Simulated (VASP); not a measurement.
# Nb (Im-3m) in VASP: a series of runs

The runs below take Nb through relaxation of cell and atoms, with PBEsol.

Everything below comes from runs of VASP 6.6.1. Logs are shortened: lines on timing, memory, paths and dates and some standing lists are left out, and cuts for length are marked.

### 1 The structure

The structure is cubic, space group Im-3m (No. 229). Conventional cell: a = 3.328 Å, b = 3.328 Å, c = 3.328 Å, α = 90.00°, β = 90.00°, γ = 90.00°. Nb (site symmetry m-3m) has 8 Nb at 2.88 Å as nearest neighbours.

### 2 Relaxation of cell and atoms, PBEsol

File INCAR:

```
PREC = Accurate
ENCUT = 600
EDIFF = 1E-6
ISMEAR = 1
SIGMA = 0.1
LREAL = F
LASPH = T
NELM = 80
ALGO = Normal
ISIF = 3
LWAVE = F
LCHARG = F
GGA = PS
IBRION = 2
NSW = 90
EDIFFG = -0.01
```

File KPOINTS:

```
Automatic mesh
0
Gamma
  16 16 16
```

File POSCAR:

```
Nb
1.0
   -1.6639500000      1.6639500000      1.6639500000
    1.6639500000     -1.6639500000      1.6639500000
    1.6639500000      1.6639500000     -1.6639500000
Nb
1
Direct
    0.0000000000      0.0000000000      0.0000000000
```

Potentials or basis: VASP PAW PBE potentials, release 64 (Nb_sv).

On the command line:

```sh
$ cat potpaw_PBE.64/Nb_sv/POTCAR > POTCAR
$ mpirun -np 1 vasp_std > vasp.out
```

OUTCAR:

```text
PREC = Accurate
   ENCUT = 600
   EDIFF = 1E-6
   ISMEAR = 1
   LREAL = F
   LASPH = T
   NELM = 80
   ISIF = 3
   GGA = PS
   IBRION = 2
   NSW = 90
   EDIFFG = -0.01

 ion  position               nearest neighbor table
   1  0.000  0.000  0.000-

  LATTYP: Found a body centered cubic cell.
 ALAT       =     3.3279000000

  Lattice vectors:

 A1 = (  -1.6639500000,   1.6639500000,   1.6639500000)
 A2 = (   1.6639500000,  -1.6639500000,   1.6639500000)
 A3 = (   1.6639500000,   1.6639500000,  -1.6639500000)

Analysis of symmetry for initial positions (statically):
=====================================================================
 Subroutine PRICEL returns:
 Original cell was already a primitive cell.

 Routine SETGRP: Setting up the symmetry group for a
 body centered cubic supercell.

 Subroutine GETGRP returns: Found 48 space group operations
 (whereof 48 operations were pure point group operations)
 out of a pool of 48 trial point group operations.

The static configuration has the point symmetry O_h .

Analysis of symmetry for dynamics (positions and initial velocities):
=====================================================================
 Subroutine PRICEL returns:
 Original cell was already a primitive cell.

 Routine SETGRP: Setting up the symmetry group for a
 body centered cubic supercell.

 Subroutine GETGRP returns: Found 48 space group operations
 (whereof 48 operations were pure point group operations)
 out of a pool of 48 trial point group operations.

The dynamic configuration has the point symmetry O_h .

 Subroutine INISYM returns: Found 48 space group operations
 (whereof 48 operations are pure point group operations),
 and found     1 'primitive' translations

----------------------------------------------------------------------------------------

                                     Primitive cell

  volume of cell :      18.4281

  direct lattice vectors                    reciprocal lattice vectors
    -1.663950000  1.663950000  1.663950000     0.000000000  0.300489798  0.300489798
     1.663950000 -1.663950000  1.663950000     0.300489798  0.000000000  0.300489798
     1.663950000  1.663950000 -1.663950000     0.300489798  0.300489798  0.000000000

  length of vectors
     2.882045941  2.882045941  2.882045941     0.424956748  0.424956748  0.424956748

  position of ions in fractional coordinates (direct lattice)
     0.000000000  0.000000000  0.000000000

  ion indices of the primitive-cell ions
   primitive index   ion index
                 1           1

----------------------------------------------------------------------------------------

 KPOINTS: Automatic mesh

Automatic generation of k-mesh.
 Grid dimensions read from file:
 generate k-points for:   16   16   16

 Generating k-lattice:

  Cartesian coordinates                     Fractional coordinates (reciprocal lattice)
     0.000000000  0.018780612  0.018780612     0.062500000  0.000000000  0.000000000
     0.018780612  0.000000000  0.018780612     0.000000000  0.062500000  0.000000000
     0.018780612  0.018780612  0.000000000     0.000000000  0.000000000  0.062500000

  Length of vectors
     0.026559797  0.026559797  0.026559797

  Shift w.r.t. Gamma in fractional coordinates (k-lattice)
     0.000000000  0.000000000  0.000000000

 Subroutine IBZKPT returns following result:
 ===========================================

 Found    145 irreducible k-points:

 Following reciprocal coordinates:
            Coordinates               Weight
  0.000000  0.000000  0.000000      1.000000
  0.062500  0.000000  0.000000     12.000000
  0.125000  0.000000  0.000000     12.000000
  0.187500  0.000000  0.000000     12.000000
  0.250000  0.000000  0.000000     12.000000
  0.312500  0.000000  0.000000     12.000000
[... 16 lines left out ...]
  0.187500  0.187500  0.000000     24.000000
  0.250000  0.187500  0.000000     48.000000
 [... further k-points ...]
   k-points           NKPTS =    145   k-points in BZ     NKDIM =    145   number of bands    NBANDS=     10
   number of dos      NEDOS =    301   number of ions     NIONS =      1
   total plane-waves  NPLWV =  13824
   dimension x,y,z NGX =    24 NGY =   24 NGZ =   24
   dimension x,y,z NGXF=    48 NGYF=   48 NGZF=   48
   ions per type =               1
   NGX,Y,Z   is equivalent  to a cutoff of  13.84, 13.84, 13.84 a.u.
   NGXF,Y,Z  is equivalent  to a cutoff of  27.69, 27.69, 27.69 a.u.
 SYSTEM =  unknown system
   PREC   = accura    normal or accurate (medium, high low for compatibility)
   ISTART =      0    job   : 0-new  1-cont  2-samecut
   ICHARG =      2    charge: 1-file 2-atom 10-const
   ISPIN  =      1    spin polarized calculation?
   LNONCOLLINEAR =      F non collinear calculations
   LSORBIT =      F    spin-orbit coupling
   LASPH  =      T    aspherical Exc in radial PAW
   ENCUT  =  600.0 eV  44.10 Ry    6.64 a.u.   5.76  5.76  5.76*2*pi/ulx,y,z
   NELM   =     80;   NELMIN=  2; NELMDL= -5     # of ELM steps
   EDIFF  = 0.1E-05   stopping-criterion for ELM
   LREAL  =      F    real-space projection
   EDIFFG = -.1E-01   stopping-criterion for IOM
   NSW    =     90    number of steps for IOM
   IBRION =      2    ionic relax: 0-MD 1-quasi-New 2-CG
   NFREE  =      1    steps in history (QN), initial steepest desc. (CG)
   ISIF   =      3    stress and relaxation
   ISYM   =      2    0-nonsym 1-usesym 2-fastsym
   POTIM  = 0.5000    time-step for ionic-motion
   TEBEG  =    0.0;   TEEND  =   0.0 temperature during run
   PSTRESS=    0.0 pullay stress
   NELECT =      13.0000    total number of electrons
   NUPDOWN=      -1.0000    fix difference up-down
   EMIN   =  10.00;   EMAX   =-10.00  energy-range for DOS
   EFERMI =   0.00;   METHOD = LEGACY
   ISMEAR =     1;   SIGMA  =   0.10  broadening in eV -4-tet -1-fermi 0-gaus
   EFERMI_NEDOS =   21; number of points for ismear=-14 and -15
   IALGO  =     38    algorithm
   IMIX   =      4    mixing-type and parameters
     AMIX     =   0.40;   BMIX     =  1.00
     AMIX_MAG =   1.60;   BMIX_MAG =  1.00
  volume/ion in A,a.u.               =      18.43       124.36
  Fermi-wavevector in a.u.,A,eV,Ry     =   1.457345  2.753983 28.896790  2.123854
  Thomas-Fermi vector in A             =   2.574157
   LORBIT       =      0    0 simple, 1 ext, 2 COOP (PROOUT), +10 PAW based schemes
   GGA     = PS    functional components
   LHFCALC =     F    Hartree Fock is set to
   AEXX    =    0.0000 exact exchange contribution
   IVDW    =     0    specifies the selected vdW correction
   LEPSILON=     F    determine dielectric tensor
   LRPA    =     F    only Hartree local field effects (RPA)
 conjugate gradient relaxation of ions
 non-spin polarized calculation
 Methfessel and Paxton  Order N= 1 SIGMA  =   0.10
  energy-cutoff  :      600.00
  volume of cell :       18.43
 maximum number of plane-waves:       630
   NGX = 11   NGY = 11   NGZ = 11

--------------------------------------- Ionic step        1  -------------------------------------------

 number of electron      12.9999999 magnetization

 Free energy of the ion-electron system (eV)
  ---------------------------------------------------
  ext. energy  EPLUGINS =         0.00000000
  ---------------------------------------------------
  free energy    TOTEN  =       -10.92726033 eV

  energy without entropy =      -10.92669906  energy(sigma->0) =      -10.92707324

------------------------ aborting loop because EDIFF is reached ----------------------------------------

  FORCE on cell =-STRESS in cart. coord.  units (eV):
  Direction    XX          YY          ZZ          XY          YZ          ZX
  --------------------------------------------------------------------------------------
  -------------------------------------------------------------------------------------
  Total       -1.0282721     -1.0282721     -1.0282721      0.0000000      0.0000000     -0.0000000
  in kB      -89.4000631    -89.4000631    -89.4000631      0.0000000      0.0000000     -0.0000000
  external PRESSURE =     -89.4000631 kB  Pullay stress =       0.0000000 kB
[... 90 lines left out ...]
  energy  without entropy=      -10.9552467545  energy(sigma->0) =      -10.95545913

--------------------------------------- Ionic step        4  -------------------------------------------

 number of electron      13.0000001 magnetization

 Free energy of the ion-electron system (eV)
  ---------------------------------------------------
  ext. energy  EPLUGINS =         0.00000000
  ---------------------------------------------------
  free energy    TOTEN  =       -10.95560989 eV

  energy without entropy =      -10.95532995  energy(sigma->0) =      -10.95551658

 E-fermi :  11.4834     XC(G=0): -12.7906

 val. band max:       11.4727560930   @ k =  -0.4375   0.5000   0.1875
 cond. band min:      11.4869807220   @ k =   0.1875   0.0000   0.0000
 fundamental gap:      0.0142246291
 Fermi energy:        11.4833561567

 k-point     1 :       0.0000    0.0000    0.0000
  band No.  band energies     occupation
      1     -42.7475      2.00000
      2     -17.9924      2.00000
      3     -17.9924      2.00000
      4     -17.9924      2.00000
      5       5.4523      2.00000
      6      11.8398     -0.00001
      7      11.8398     -0.00001
      8      11.8398     -0.00001
      9      14.8540      0.00000
     10      14.8540      0.00000
[... 287 lines left out ...]
 k-point    24 :       0.2500    0.1875    0.0000
  band No.  band energies     occupation
      1     -42.4999      2.00000
      2     -19.1762      2.00000
      3     -18.4810      2.00000
      4     -18.1239      2.00000
      5       8.6869      2.00000
      6      10.1222      2.00000
      7      11.0638      2.00000
      8      14.2649      0.00000
      9      15.6815      0.00000
     10      17.6532      0.00000

 [... further k-points ...]
[... 5 lines left out ...]
  --------------------------------------------------------------------------------------
  -------------------------------------------------------------------------------------
  Total       -0.0068246     -0.0068246     -0.0068246      0.0000000     -0.0000000     -0.0000000
  in kB       -0.6261934     -0.6261934     -0.6261934      0.0000000     -0.0000000     -0.0000000
  external PRESSURE =      -0.6261934 kB  Pullay stress =       0.0000000 kB
[... 16 lines left out ...]
  FREE ENERGIE OF THE ION-ELECTRON SYSTEM (eV)
  ---------------------------------------------------
  free  energy   TOTEN  =       -10.9556098857 eV

  energy  without entropy=      -10.9553299549  energy(sigma->0) =      -10.95551658

 reached required accuracy - stopping structural energy minimisation
```

It took 2.1 min on 1 thread of AMD EPYC 7R43 (Zen 3), shared host; peak memory 0.14 GiB.

What came out:

```
Free energy                            : -10.9556 eV
Relaxed volume                         : 17.46 Å³/atom
Relaxed cell                           : a = 2.831 Å, b = 2.831 Å, c = 2.831 Å, α = 109.47°, β = 109.47°, γ = 109.47°
Space group after relaxing (to 0.05 Å) : Im-3m (No. 229)
Energy gained by relaxing              : 28.3 meV/atom
Ionic steps                            : 4
Pressure after relaxing                : -0.1 GPa
Band gap on the k mesh                 : none (metal or under the smearing width)
```

The path:
| step | energy change (eV) | largest force (eV/Å) | pressure (GPa) | volume (Å³) |
| --- | --- | --- | --- | --- |
| 1 | 0.0000 | 0.0000 | -8.94 | 18.43 |
| 2 | 0.0778 | 0.0000 | 22.45 | 15.82 |
| 3 | -0.0283 | 0.0000 | -0.38 | 17.49 |
| 4 | -0.0283 | 0.0000 | -0.06 | 17.46 |

Final structure:
```
CELL_PARAMETERS angstrom
-1.63433 1.63433 1.63433
1.63433 -1.63433 1.63433
1.63433 1.63433 -1.63433
ATOMIC_POSITIONS crystal
Nb 0.00000 0.00000 0.00000
```

Caveat: the PAW data sets were made with another functional, which shifts forces and pressure a little.

### 3 Relaxation of cell and atoms, PBEsol

This run uses another cell than the first one, of 17.46 Å³/atom, 0.948 times its volume.

Edit INCAR of step 2 so:

```diff
@@ -2,3 +2,3 @@
 ENCUT = 600
-EDIFF = 1E-6
+EDIFF = 1E-7
 ISMEAR = 1
@@ -15,2 +15,2 @@
 NSW = 90
-EDIFFG = -0.01
+EDIFFG = -0.005
```

KPOINTS is that of step 2.

File POSCAR:

```
Nb                                      
1.0
   -1.6343279688      1.6343279688      1.6343279688
    1.6343279688     -1.6343279688      1.6343279688
    1.6343279688      1.6343279688     -1.6343279688
  Nb            
     1
Direct
     0.0000000000000000    0.0000000000000000    0.0000000000000000
```

Potentials or basis: VASP PAW PBE potentials, release 64 (Nb_sv).

On the command line:

```sh
$ cat potpaw_PBE.64/Nb_sv/POTCAR > POTCAR
$ mpirun -np 1 vasp_std > vasp.out
```

It took 1.9 min on 1 thread of AMD EPYC 7R43 (Zen 3), shared host; peak memory 0.13 GiB.

Results (log left out):

```
Free energy                            : -10.9551 eV
Relaxed volume                         : 17.46 Å³/atom
Relaxed cell                           : a = 2.830 Å, b = 2.830 Å, c = 2.830 Å, α = 109.47°, β = 109.47°, γ = 109.47°
Space group after relaxing (to 0.05 Å) : Im-3m (No. 229)
Energy gained by relaxing              : 0.0 meV/atom
Ionic steps                            : 3
Pressure after relaxing                : 0.0 GPa
Band gap on the k mesh                 : none (metal or under the smearing width)
```

Final structure:
```
Nb
1.0
    -1.63416    1.63416    1.63416
     1.63416   -1.63416    1.63416
     1.63416    1.63416   -1.63416
Nb
1
Direct
  0.00000 0.00000 0.00000
```

Levels at points of the mesh, in eV from the Fermi level:
```
           k point  band 4  band 5  band 6  band 7  band 8  band 9
(0.00, 0.00, 0.00)  -29.47   -6.03    0.36    0.36    0.36    3.37
(0.50, 0.00, 0.00)  -29.49   -3.87   -1.76    2.44    3.43    4.14
(0.50, 0.50, 0.50)  -30.50   -3.92   -3.92    5.86    5.86    5.86
```

Caveat: the PAW data sets were made with another functional, which shifts forces and pressure a little.
